**Why do two vibrational levels take nearly all the infrared absorption in this TiO₂?**

I have the computed zone-centre vibrations of a hypothetical TiO₂ crystal with the quartz structure, in which each Ti has four O neighbours and each O links two Ti.

Optical modes at the zone centre of relaxed quartz-type TiO2 (P6_422, 9 atoms in the cell, a = 5.706 Å, c = 6.267 Å), from perturbation theory in Ansatz 0.2.0 with PBEsol, PAW, a plane-wave cutoff of 420 eV, a 6×6×4 k mesh and fixed occupations. Frequencies are without the longitudinal term, and intensities are summed over each degenerate level.

| row | phonon frequency (cm⁻¹) | phonon degeneracy | phonon infrared intensity ((debye/Å)²/amu) |
| --- | --- | --- | --- |
| 1 | 12.4 | 1 | 0 |
| 2 | 61.9 | 2 | 0.001 |
| 3 | 167.1 | 2 | 0 |
| 4 | 194.2 | 1 | 0 |
| 5 | 254.4 | 1 | 0 |
| 6 | 257.9 | 2 | 1.98 |
| 7 | 275.5 | 1 | 1.75 |
| 8 | 283.0 | 2 | 0 |
| 9 | 342.9 | 1 | 0 |
| 10 | 460.4 | 2 | 0 |
| 11 | 509.2 | 1 | 0 |
| 12 | 533.7 | 2 | 4.75 |
| 13 | 652.5 | 1 | 161 |
| 14 | 654.2 | 2 | 295 |
| 15 | 667.7 | 1 | 0 |
| 16 | 974.5 | 2 | 0 |

Row 13 absorbs light polarised along c, row 14 light polarised in the plane across it. Between them they leave almost nothing for the other rows. A colleague says that this is just symmetry. My own picture is the one I learned for rock salt: the positive Ti ions all move one way, the negative O ions all move the other way, and this makes the largest dipole. Is either of us right?

**Answer**

Your colleague explains the zeros. A vibration absorbs only if the dipoles of its atoms don't cancel over the cell, and in this crystal symmetry makes them cancel in ten of the sixteen levels. That includes rows 15 and 16, which lie above the two bright ones, so a high frequency is not enough to make a level bright. But six levels are allowed, and four of these are faint: row 7 has an intensity of 1.75 where row 13 has 161. Symmetry permits both and doesn't say why they differ so much.

Your picture can be tested with a short formula. The infrared intensity is the square of the dipole that a vibration makes, for a motion scaled to a standard size with the masses included. For two rigid blocks it is the square of the block's charge divided by the reduced mass of the blocks. With the formal charges +4 and −2 this gives only 58 along c, about a third of row 13.

Those charges are too small, because electrons shift when the atoms move. The Born charge counts this: it is the dipole made per unit displacement of an atom. With the Born charges of the same calculation, the rigid blocks reach 101 along c and 181 in the plane, against 161 and 295 in the table. Both are more than a third too low, so the motion itself must be different.

The charge of oxygen shows what is missing, because it depends on the direction in which the atom moves. Along one axis it is −6.3 e; across that axis it is only about −0.7 e. The axis is tilted by 36° out of the plane, and so is the line that joins the two Ti neighbours of that oxygen. An oxygen that moves along this line shortens one Ti–O bond and lengthens the other. A likely reason is that the shorter bond becomes more covalent and the longer one less so, which sends electrons from one side to the other and adds to the dipole. Sideways motion changes the bond lengths little and moves little charge.

In the rigid-block motion every oxygen moves straight along c, at an angle to its line, and so wastes part of its displacement on the direction with little charge. Suppose instead that each oxygen shuttles along its own Ti···Ti line. The six lines in the cell are arranged around c so that, when all the oxygens move upwards, their sideways dipoles cancel and their dipoles along c add.

To turn this into a number, give each oxygen a single spring that resists its displacement along the line, measured from the midpoint of its two Ti. Each atom then moves in proportion to the spring force on it divided by its mass. The stiffness of the spring drops out of the intensity. Along c the estimate runs as follows:

1. The line rises by c/3 = 2.09 Å over a/2 = 2.85 Å in the plane, so the sine of its tilt is 0.59.
2. Each O moves by 1/16.0 = 0.0625 along its line, in arbitrary units. Each Ti feels half the pull of four springs, so it moves the other way along c by 2 × 0.59/47.9 = 0.0247.
3. The six O give a dipole of 6 × 6.27 × 0.59 × 0.0625 = 1.39. The three Ti, with a charge of 5.29 e, add 3 × 5.29 × 0.0247 = 0.39, which makes 1.78.
4. The size of the motion, mass times displacement squared summed over the atoms, is 6 × 16.0 × 0.0625² + 3 × 47.9 × 0.0247² = 0.46.
5. The intensity is 1.78²/0.46, or about 6.9 e²/amu. One e is 4.80 debye/Å, so this is about 158 in the units of the table.

The table has 161. The same spring, with the pattern that symmetry allows in the plane, gives 290 for the two partners of row 14 together, where the table has 295. Neither bright intensity was used to set up the model. The Born charges come from the same calculation, however, so the agreement tests the motion and not the charges. The output printed below compares both pictures with the two bright rows.

Could some quite different motion be just as bright? Along c, hardly. The charges and masses fix the total intensity along c at 162, whatever the springs are. Row 13 holds 99 % of it, so its motion must lie close to the brightest pattern that exists; the shuttle does, and the rigid blocks don't. The intensity still leaves room for a path somewhat off the line.

The faint levels now make sense too. Once the shuttle has been used up, what remains for the oxygens is mostly motion across their lines, where they carry little charge. Such motion bends bonds more than it stretches them, which fits the low frequency of row 7, 275.5 cm⁻¹ against 652.5 cm⁻¹ for row 13. A faint level needn't be soft, though: row 12 is faint too and lies at 533.7 cm⁻¹. For row 7 the simple model is only roughly right: it leaves an intensity of about 4, more than twice the value in the table. A single spring for each oxygen ignores the bending forces, and a small error in the direction of motion matters much more for a faint level than for a bright one.

So your picture has the right partners, Ti against O, but the wrong path for the oxygen. Before you trust rigid blocks in another crystal with bridging atoms, compare the Born charge of the bridging atom along and across its bonds. If the two differ as much as here, try a motion along the direction of large charge and check the intensity. The charges alone don't fix the motion, and this one crystal can't show how far the idea carries.

What the table leaves open is row 16, the highest level. It may be the same oxygen shuttle with neighbours out of step, so that the dipoles cancel. Its zero intensity can't confirm that; the atomic displacements of that vibration could. Equal springs alone would put such a vibration below row 13, because the Ti atoms move less in it, so other forces would have to raise it.

Row 1 calls for caution too. At 12.4 cm⁻¹ it is so soft that the calculation doesn't securely show this structure to be stable, and in a distorted form some of the zeros in the table could become allowed.

The analysis program printed:

```
Levels with infrared intensity above zero: 6
Share of row 13 in the weight along c, percent: 98.92
Share of row 14 in the weight in the plane, percent: 97.77
Tilt of the Ti-Ti line out of the plane, degrees: 36.21
Tilt of the axis of largest O charge, degrees: 36.24
O Born charge along this axis, e: -6.272
O Born charge across it within the tilted plane, e: -0.6962
Rigid blocks with formal charges along c, (debye/A)2/amu: 57.74
Rigid blocks with formal charges in the plane, (debye/A)2/amu: 115.5
Rigid blocks with Born charges along c and miss in percent, (debye/A)2/amu: 101, -37.29
Rigid blocks with Born charges in the plane and miss in percent, (debye/A)2/amu: 181.5, -38.48
O shuttle along c and miss in percent, (debye/A)2/amu: 158.3, -1.707
O shuttle in the plane and miss in percent, (debye/A)2/amu: 289.9, -1.737
Total weight along c from the sum rule and from the table, (debye/A)2/amu: 162.4, 162.8
Weight the shuttle model leaves for row 7, (debye/A)2/amu: 4.122
```
